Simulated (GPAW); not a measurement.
# BAs (F-43m) in GPAW: further runs

Aim: see how the results for BAs move with the level of theory and the settings. Levels: PBE, PBE+D3, LDA, BLYP+D3. Tasks: equation of state, one-shot levels of the hybrid HSE06.

Everything below comes from runs of GPAW 26.7.0. Logs are shortened: lines on timing, memory, paths and dates and some standing lists are left out, and cuts for length are marked. The log counts tension as positive stress, the text compression.

**The experiment to reproduce.**

From “Basic Physical Properties of Cubic Boron Arsenide”, 2019, arxiv:1911.11281, for a bulk crystal of BAs: bulk modulus 148 GPa.

How close the calculation comes is told below.

### 1 The crystal as given

It takes space group F-43m (No. 216, cubic). Conventional cell: a = 4.777 Å, b = 4.777 Å, c = 4.777 Å, α = 90.00°, β = 90.00°, γ = 90.00°. As (site symmetry -43m) has 4 B at 2.07 Å as nearest neighbours. B (site symmetry -43m) is surrounded by 4 As at 2.07 Å.

### 2 Equation of state, PBE

run.py reads:

```python
import spglib
from ase import Atoms
from ase.eos import EquationOfState
from ase.io import Trajectory, read
from ase.units import GPa
from gpaw import GPAW

atoms = read('BAs.cif')
cell, positions, numbers = spglib.find_primitive(
    (atoms.cell[:], atoms.get_scaled_positions(), atoms.numbers), symprec=1e-4)
atoms = Atoms(numbers, cell=cell, scaled_positions=positions, pbc=True)

traj = Trajectory('eos.traj', 'w')
volumes, energies = [], []
for x in [0.94, 0.96, 0.98, 1.0, 1.02, 1.04, 1.06]:
    a = atoms.copy()
    a.set_cell(atoms.cell * x**(1 / 3), scale_atoms=True)
    calc = GPAW(mode='lcao',
                h=0.18,
                basis='dz(dzp)',
                xc='PBE',
                kpts={'size': (8, 8, 8), 'gamma': True},
                occupations={'name': 'fermi-dirac', 'width': 0.05},
                convergence={'density': 1e-05, 'energy': 1e-05},
                maxiter=150,
                txt=f'eos-{x:.2f}.txt')
    a.calc = calc
    energies.append(a.get_potential_energy(force_consistent=True))
    volumes.append(a.get_volume())
    calc.write(f'eos-{x:.2f}.gpw')
    traj.write(a)
    print(f'{x:.2f} {volumes[-1]:10.4f} A^3 {energies[-1]:14.6f} eV', flush=True)

v0, e0, B = EquationOfState(volumes, energies, eos='birchmurnaghan').fit()
print(f'V0 = {v0:.4f} A^3, E0 = {e0:.6f} eV, B0 = {B / GPa:.2f} GPa')
```

BAs.cif reads:

```cif
data_BAs
_cell_length_a 4.77700000
_cell_length_b 4.77700000
_cell_length_c 4.77700000
_cell_angle_alpha 90.00000000
_cell_angle_beta 90.00000000
_cell_angle_gamma 90.00000000
_space_group_name_H-M_alt 'F-43m'
_space_group_name_Hall 'F -4 2 3'
_space_group_IT_number 216
loop_
_space_group_symop_operation_xyz
'x,y,z'
'y,-x,-z'
'-x,-y,z'
'-y,x,-z'
'x,-y,-z'
'y,x,z'
'-x,y,-z'
'-y,-x,z'
'z,x,y'
'-z,y,-x'
'z,-x,-y'
'-z,-y,x'
'-z,x,-y'
'z,y,x'
'-z,-x,y'
'z,-y,-x'
'y,z,x'
'-x,-z,y'
'-y,z,-x'
'x,-z,-y'
'-y,-z,x'
'x,z,y'
'y,-z,-x'
'-x,z,-y'
'x,y+1/2,z+1/2'
'y,-x+1/2,-z+1/2'
'-x,-y+1/2,z+1/2'
'-y,x+1/2,-z+1/2'
'x,-y+1/2,-z+1/2'
'y,x+1/2,z+1/2'
'-x,y+1/2,-z+1/2'
'-y,-x+1/2,z+1/2'
'z,x+1/2,y+1/2'
'-z,y+1/2,-x+1/2'
'z,-x+1/2,-y+1/2'
'-z,-y+1/2,x+1/2'
'-z,x+1/2,-y+1/2'
'z,y+1/2,x+1/2'
'-z,-x+1/2,y+1/2'
'z,-y+1/2,-x+1/2'
'y,z+1/2,x+1/2'
'-x,-z+1/2,y+1/2'
'-y,z+1/2,-x+1/2'
'x,-z+1/2,-y+1/2'
'-y,-z+1/2,x+1/2'
'x,z+1/2,y+1/2'
'y,-z+1/2,-x+1/2'
'-x,z+1/2,-y+1/2'
'x+1/2,y,z+1/2'
'y+1/2,-x,-z+1/2'
'-x+1/2,-y,z+1/2'
'-y+1/2,x,-z+1/2'
'x+1/2,-y,-z+1/2'
'y+1/2,x,z+1/2'
'-x+1/2,y,-z+1/2'
'-y+1/2,-x,z+1/2'
'z+1/2,x,y+1/2'
'-z+1/2,y,-x+1/2'
'z+1/2,-x,-y+1/2'
'-z+1/2,-y,x+1/2'
'-z+1/2,x,-y+1/2'
'z+1/2,y,x+1/2'
'-z+1/2,-x,y+1/2'
'z+1/2,-y,-x+1/2'
'y+1/2,z,x+1/2'
'-x+1/2,-z,y+1/2'
'-y+1/2,z,-x+1/2'
'x+1/2,-z,-y+1/2'
'-y+1/2,-z,x+1/2'
'x+1/2,z,y+1/2'
'y+1/2,-z,-x+1/2'
'-x+1/2,z,-y+1/2'
'x+1/2,y+1/2,z'
'y+1/2,-x+1/2,-z'
'-x+1/2,-y+1/2,z'
'-y+1/2,x+1/2,-z'
'x+1/2,-y+1/2,-z'
'y+1/2,x+1/2,z'
'-x+1/2,y+1/2,-z'
'-y+1/2,-x+1/2,z'
'z+1/2,x+1/2,y'
'-z+1/2,y+1/2,-x'
'z+1/2,-x+1/2,-y'
'-z+1/2,-y+1/2,x'
'-z+1/2,x+1/2,-y'
'z+1/2,y+1/2,x'
'-z+1/2,-x+1/2,y'
'z+1/2,-y+1/2,-x'
'y+1/2,z+1/2,x'
'-x+1/2,-z+1/2,y'
'-y+1/2,z+1/2,-x'
'x+1/2,-z+1/2,-y'
'-y+1/2,-z+1/2,x'
'x+1/2,z+1/2,y'
'y+1/2,-z+1/2,-x'
'-x+1/2,z+1/2,-y'
loop_
_atom_site_label
_atom_site_type_symbol
_atom_site_symmetry_multiplicity
_atom_site_Wyckoff_symbol
_atom_site_fract_x
_atom_site_fract_y
_atom_site_fract_z
_atom_site_occupancy
As1 As 4 c 0.2500000000 0.2500000000 0.2500000000 1
B1 B 4 a 0.0000000000 0.0000000000 0.0000000000 1
```

Potentials or basis: GPAW PAW data sets (gpaw-data 1.2.1), lcao:dz(dzp).

The run is started by

```bash
> OMP_NUM_THREADS=1 python run.py
```

What it wrote:

```text
__  _  _
 | _ |_)|_||  |
 |__||  | ||/\| - 26.7.0

Input parameters:
  mode=LCAO(),
  basis={'default': 'dz(dzp)'},
  convergence={'density': 1e-05, 'energy': 1e-05},
  h=0.18,
  kpts=MonkhorstPack(size=(8, 8, 8), gamma=True),
  maxiter=150,
  occupations=Occupations(name='fermi-dirac', width=0.05),
  xc=XC(name='PBE')

           As

       B

Atoms  # Å, Bohr magnetons
|   | symbol |        x |        y |        z |    initial magnetic moments |
|---|--------|----------|----------|----------|-----------------------------|
| 0 |     As | 1.178110 | 1.178110 | 1.178110 | ( 0.0000,  0.0000,  0.0000) |
| 1 |      B | 0.000000 | 0.000000 | 0.000000 | ( 0.0000,  0.0000,  0.0000) |

Unit cell  # Å
| periodic |        x |        y |        z |  lengths |    angles |
|----------|----------|----------|----------|----------|-----------|
|      yes | 0.000000 | 2.356219 | 2.356219 | 3.332197 | 60.000000 |
|      yes | 2.356219 | 0.000000 | 2.356219 | 3.332197 | 60.000000 |
|      yes | 2.356219 | 2.356219 | 0.000000 | 3.332197 | 60.000000 |

Number of symmetries: 24
Symmetry operations  # r_c * U_cc + t_c -> r_c
|    | kind |            matrix            |
|----|------|------------------------------|
|  0 |  E   |  1, 0, 0,  0, 1, 0,  0, 0, 1 |
|  1 |  σ   |  1, 0, 0,  0, 0, 1,  0, 1, 0 |
|  2 |  σ   |  1, 0,-1,  0, 1,-1,  0, 0,-1 |
|  3 |  C3  |  1, 0,-1,  0, 0,-1,  0, 1,-1 |
|  4 |  C3  |  1,-1, 0,  0,-1, 1,  0,-1, 0 |
|  5 |  σ   |  1,-1, 0,  0,-1, 0,  0,-1, 1 |
|  6 |  σ   |  0, 1, 0,  1, 0, 0,  0, 0, 1 |
|  7 |  C3  |  0, 1, 0,  0, 0, 1,  1, 0, 0 |
|  8 |  C2  |  0, 1,-1,  1, 0,-1,  0, 0,-1 |
|  9 |  S4  |  0, 1,-1,  0, 0,-1,  1, 0,-1 |
| 10 |  C3  |  0, 0, 1,  1, 0, 0,  0, 1, 0 |
| 11 |  σ   |  0, 0, 1,  0, 1, 0,  1, 0, 0 |
| 12 |  S4  |  0, 0,-1,  1, 0,-1,  0, 1,-1 |
| 13 |  C3  |  0, 0,-1,  0, 1,-1,  1, 0,-1 |
| 14 |  S4  |  0,-1, 1,  1,-1, 0,  0,-1, 0 |
| 15 |  C2  |  0,-1, 1,  0,-1, 0,  1,-1, 0 |
| 16 |  C3  |  0,-1, 0,  1,-1, 0,  0,-1, 1 |
| 17 |  S4  |  0,-1, 0,  0,-1, 1,  1,-1, 0 |
| 18 |  S4  | -1, 1, 0, -1, 0, 1, -1, 0, 0 |
| 19 |  C3  | -1, 1, 0, -1, 0, 0, -1, 0, 1 |
| 20 |  C3  | -1, 0, 1, -1, 1, 0, -1, 0, 0 |
| 21 |  S4  | -1, 0, 1, -1, 0, 0, -1, 1, 0 |
| 22 |  σ   | -1, 0, 0, -1, 1, 0, -1, 0, 1 |
| 23 |  C2  | -1, 0, 0, -1, 0, 1, -1, 1, 0 |

BZ-sampling:
  Number of BZ points: 512
  Number of IBZ points: 29

  Monkhorst-Pack size: [8, 8, 8]
  Monkhorst-Pack shift: [0.0625, 0.0625, 0.0625]

K-points  # in reciprocal-cell coordinates
|     |                                coordinates |     weight |
|-----|--------------------------------------------|------------|
|   0 | (  0.00000000,   0.00000000,   0.00000000) | 0.00195312 |
|   1 | (  0.12500000,   0.12500000,   0.00000000) | 0.01171875 |
|   2 | (  0.12500000,   0.12500000,   0.12500000) | 0.01562500 |
|   3 | (  0.25000000,   0.12500000,   0.12500000) | 0.02343750 |
|   4 | (  0.25000000,   0.25000000,   0.00000000) | 0.01171875 |
|   5 | (  0.25000000,   0.25000000,   0.12500000) | 0.04687500 |
|   6 | (  0.25000000,   0.25000000,   0.25000000) | 0.01562500 |
|   7 | (  0.37500000,   0.25000000,  -0.37500000) | 0.04687500 |
|   8 | (  0.37500000,   0.25000000,   0.12500000) | 0.04687500 |
|   9 | (  0.37500000,   0.25000000,   0.25000000) | 0.04687500 |
| ... |                                            |            |
|  28 | (  0.50000000,   0.50000000,   0.50000000) | 0.00781250 |

basis functions: 16
Spin-components: 1 (collinear spins)
Bands:           8
Projectors:      10
Spin-degeneracy: 2
Datatype:        <class 'complex'>

Parallelization:
  kpt:    1
  domain: 1
  band:   1

Density:
  Valence electrons: 8.0
  Components: 1
  Grid points: [16 16 16]
  Charge: 0.0  # |e|

Potential:
  Grid points: [16 16 16]

species:
  As:
    name:    Arsenic
    Z:       33.0
    valence: 5
    core:    28
    charge:  0.0  # [|e|]
    compensation charges:
      type: gauss
      rc: 0.33  # [Å]
      lmax: 2
[... 127 lines left out ...]
| 21 |  S4  | -1, 0, 1, -1, 0, 0, -1, 1, 0 |
| 22 |  σ   | -1, 0, 0, -1, 1, 0, -1, 0, 1 |
| 23 |  C2  | -1, 0, 0, -1, 0, 1, -1, 1, 0 |

BZ-sampling:
  Number of BZ points: 512
  Number of IBZ points: 29

  Monkhorst-Pack size: [8, 8, 8]
  Monkhorst-Pack shift: [0.0625, 0.0625, 0.0625]

K-points  # in reciprocal-cell coordinates
|     |                                coordinates |     weight |
|-----|--------------------------------------------|------------|
|   0 | (  0.00000000,   0.00000000,   0.00000000) | 0.00195312 |
|   1 | (  0.12500000,   0.12500000,   0.00000000) | 0.01171875 |
|   2 | (  0.12500000,   0.12500000,   0.12500000) | 0.01562500 |
|   3 | (  0.25000000,   0.12500000,   0.12500000) | 0.02343750 |
|   4 | (  0.25000000,   0.25000000,   0.00000000) | 0.01171875 |
|   5 | (  0.25000000,   0.25000000,   0.12500000) | 0.04687500 |
|   6 | (  0.25000000,   0.25000000,   0.25000000) | 0.01562500 |
|   7 | (  0.37500000,   0.25000000,  -0.37500000) | 0.04687500 |
|   8 | (  0.37500000,   0.25000000,   0.12500000) | 0.04687500 |
|   9 | (  0.37500000,   0.25000000,   0.25000000) | 0.04687500 |
| ... |                                            |            |
|  28 | (  0.50000000,   0.50000000,   0.50000000) | 0.00781250 |

basis functions: 16
Spin-components: 1 (collinear spins)
Bands:           8
Projectors:      10
Spin-degeneracy: 2
Datatype:        <class 'complex'>

Parallelization:
  kpt:    1
  domain: 1
  band:   1

Density:
  Valence electrons: 8.0
  Components: 1
  Grid points: [16 16 16]
  Charge: 0.0  # |e|

Potential:
  Grid points: [16 16 16]

species:
  As:
    name:    Arsenic
    Z:       33.0
    valence: 5
    core:    28
    charge:  0.0  # [|e|]
    compensation charges:
      type: gauss
      rc: 0.33  # [Å]
      lmax: 2
    cutoffs:
      filter: 1.87  # [Å]
      core: 2.96  # [Å]
    projectors
    | kind |    occ | energy [eV] | rcut [Å] |
    |------|--------|-------------|----------|
    |   4s |  2.000 |     -14.487 |    1.058 |
    |   4p |  3.000 |      -5.196 |    1.058 |
    |    s |        |      12.725 |    1.058 |
    |    p |        |      22.016 |    1.058 |
    |    d |        |       0.000 |    1.058 |

    LCAO basis set for As:
      Name: dz(dzp)
      File: <dir>
      Number of radial functions: 4
      Number of spherical harmonics: 8
        l=0, rc=6.1250 Bohr: 4s-sz confined orbital
        l=1, rc=7.9531 Bohr: 4p-sz confined orbital
        l=0, rc=3.4219 Bohr: 4s-dz split-valence wave
        l=1, rc=4.6094 Bohr: 4p-dz split-valence wave
      Number of RI-basis functions 0

  B:
    name:    Boron
    Z:       5.0
    valence: 3
    core:    2
    charge:  0.0  # [|e|]
    compensation charges:
      type: gauss
      rc: 0.20  # [Å]
      lmax: 2
    cutoffs:
      filter: 1.14  # [Å]
      core: 1.38  # [Å]
    projectors
    | kind |    occ | energy [eV] | rcut [Å] |
    |------|--------|-------------|----------|
    |   2s |  2.000 |      -9.443 |    0.635 |
    |   2p |  1.000 |      -3.606 |    0.635 |
    |    s |        |      17.768 |    0.635 |
    |    p |        |      23.605 |    0.635 |
    |    d |        |       0.000 |    0.635 |

    LCAO basis set for B:
      Name: dz(dzp)
      File: <dir>
      Number of radial functions: 4
      Number of spherical harmonics: 8
        l=0, rc=6.6719 Bohr: 2s-sz confined orbital
        l=1, rc=8.2188 Bohr: 2p-sz confined orbital
        l=0, rc=3.7500 Bohr: 2s-dz split-valence wave
        l=1, rc=4.6094 Bohr: 2p-dz split-valence wave
      Number of RI-basis functions 0

Reference energy: -62172.463167  # eV

eigensolver:
  <gpaw.new.lcao.eigensolver.LCAOEigensolver object>
density mixing:
  MSR1-Mixer
  Pratt-step length: 0.05
  Maximum mixing coefficient: 0.75
  Old densities: 10
  SVD Regularization: 0.005
  Good broyden scale: 1.0
  Trust region scale: 1.0
  Backstep threshold: 4.0
  History deletion threshold: 6.0
  Fourier metric: weight=20.0, sigma=0.015

occupation numbers:
  Fermi-Dirac:
    width: 0.0500  # eV

FastPoissonSolver using
    Stencil: 12*3+1=37 point O(h^6) finite-difference Laplacian
    FFT axes: [np.int64(0), np.int64(1), np.int64(2)]
    FST axes: []

xc functional:
  name: PBE with 2 nearest neighbor stencil
interpolation: tri-quintic # 5. degree polynomial

convergence criteria:
- Maximum integral of absolute [dens]ity change: 1e-05 electrons / valence electron
- Maximum [total energy] change in last 3 cyles: 1e-05 eV / valence electron
- Maximum integral of absolute [eigenst]ate change: 4e-08 eV^2 / valence electron
maximum number of iterations: 150

SCF iterations
|iter     | |      energy | eigst |  dens |
|---------|-|-------------|-------|-------|
|iter:   1| |  -11.266234 |      c|       |
|iter:   2| |  -11.155657 |      c| -0.78 |
|iter:   3| |  -10.762662 |      c| -0.82 |
|iter:   4| |  -10.762946 |      c| -1.55 |
|iter:   5| |  -10.763468 |      c| -1.92 |
|iter:   6| |  -10.763472 |      c| -2.97 |
|iter:   7| |  -10.763472c|      c| -3.59 |
|iter:   8| |  -10.763472c|      c| -4.87 |
|iter:   9| |  -10.763472c|      c| -5.29c|

Converged in 9 steps
Energy contributions relative to reference atoms: (reference = -62172.463167)

Energy contributions:
  Kinetic:          24.420004
  Coulomb:         -21.018360
  Zero:              0.050938
  External:          0.000000
  Xc:              -14.216054
  Entropy:          -0.000000
  Spinorbit:         0.000000
  ----------------------------
  Free energy:     -10.763472
  Extrapolated:    -10.763472

dipole moment: (-11.549253, -11.549253, -11.549253)  # |e|*Ang

Fermi level: 9.457
Eigenvalues  # (at kpt = [0.000, 0.000, 0.000])
| band index |      eig [eV] | occ [0-2] |
|------------|---------------|-----------|
|          0 |        -7.313 |     2.000 |
|          1 |         8.682 |     2.000 |
|          2 |         8.682 |     2.000 |
|          3 |         8.682 |     2.000 |
|          4 |        12.347 |     0.000 |
|          5 |        12.347 |     0.000 |
|          6 |        12.349 |     0.000 |
|          7 |        13.917 |     0.000 |

Gap: 1.582 eV
Transition (v -> c):
  (s=0, k=0, n=3, [0.00, 0.00, 0.00]) -> (s=0, k=12, n=4, [0.38, 0.38, 0.00])
Direct/indirect transitions are different
Direct gap: 3.665 eV
Transition at: (s=0, k=0, n=3, [0.00, 0.00, 0.00])
# Writing to eos-0.96.gpw (mode='')
```

It took 91 s on 1 thread of Intel Xeon Platinum 8488C (Sapphire Rapids), shared host; peak memory 0.2 GiB.

The run converged, but some of its settings lie outside the range that counts as converged, so its numbers aren't taken as properties of the crystal.

What came out:

- Equilibrium volume: 14.12 Å³/atom
- Bulk modulus: 114 GPa
- Pressure derivative of the bulk modulus: 6.1 (rough: it moves with the points fitted)

Caveat: the basis of atomic orbitals isn't converged, which shifts pressures, moduli and gaps.

### 3 Equation of state, PBE+D3

run.py reads:

```python
import spglib
from ase import Atoms
from ase.calculators.mixing import SumCalculator
from ase.eos import EquationOfState
from ase.io import Trajectory, read
from ase.units import GPa
from dftd3.ase import DFTD3
from gpaw import GPAW, PW

atoms = read('BAs.cif')
cell, positions, numbers = spglib.find_primitive(
    (atoms.cell[:], atoms.get_scaled_positions(), atoms.numbers), symprec=1e-4)
atoms = Atoms(numbers, cell=cell, scaled_positions=positions, pbc=True)

traj = Trajectory('eos.traj', 'w')
volumes, energies = [], []
for x in [0.94, 0.96, 0.98, 1.0, 1.02, 1.04, 1.06]:
    a = atoms.copy()
    a.set_cell(atoms.cell * x**(1 / 3), scale_atoms=True)
    calc = GPAW(mode=PW(800),
                xc='PBE',
                kpts={'size': (8, 8, 8), 'gamma': True},
                occupations={'name': 'fermi-dirac', 'width': 0.05},
                nbands=11,
                convergence={'density': 1e-05, 'energy': 1e-05},
                maxiter=150,
                txt=f'eos-{x:.2f}.txt')
    a.calc = SumCalculator([calc, DFTD3(method='pbe', damping='d3zero')])
    energies.append(a.get_potential_energy())
    volumes.append(a.get_volume())
    p = -a.get_stress()[:3].mean() / GPa
    calc.write(f'eos-{x:.2f}.gpw')
    traj.write(a)
    print(f'{x:.2f} {volumes[-1]:10.4f} A^3 {energies[-1]:14.6f} eV {p:9.3f} GPa', flush=True)

v0, e0, B = EquationOfState(volumes, energies, eos='birchmurnaghan').fit()
print(f'V0 = {v0:.4f} A^3, E0 = {e0:.6f} eV, B0 = {B / GPa:.2f} GPa')
```

BAs.cif is that of step 2.

Potentials or basis: GPAW PAW data sets (gpaw-data 1.2.1), pw.

The run is started by

```bash
> OMP_NUM_THREADS=1 python run.py
```

Run time: 53 s. Hardware: 1 thread of Intel Xeon Platinum 8488C (Sapphire Rapids), shared host; peak memory 0.2 GiB.

The run converged. Its results:

| Property | Result |
| --- | --- |
| Equilibrium volume | 13.73 Å³/atom |
| Bulk modulus | 135 GPa |
| Pressure derivative of the bulk modulus | 4.3 |

Energy against volume, from the lowest point:
| volume (Å³/atom) | energy (meV/atom) |
| --- | --- |
| 12.809 | 29.19 |
| 13.081 | 13.79 |
| 13.354 | 4.25 |
| 13.626 | 0.00 |
| 13.899 | 0.50 |
| 14.171 | 5.29 |
| 14.444 | 13.93 |

(Continued in part 2 of 3.)
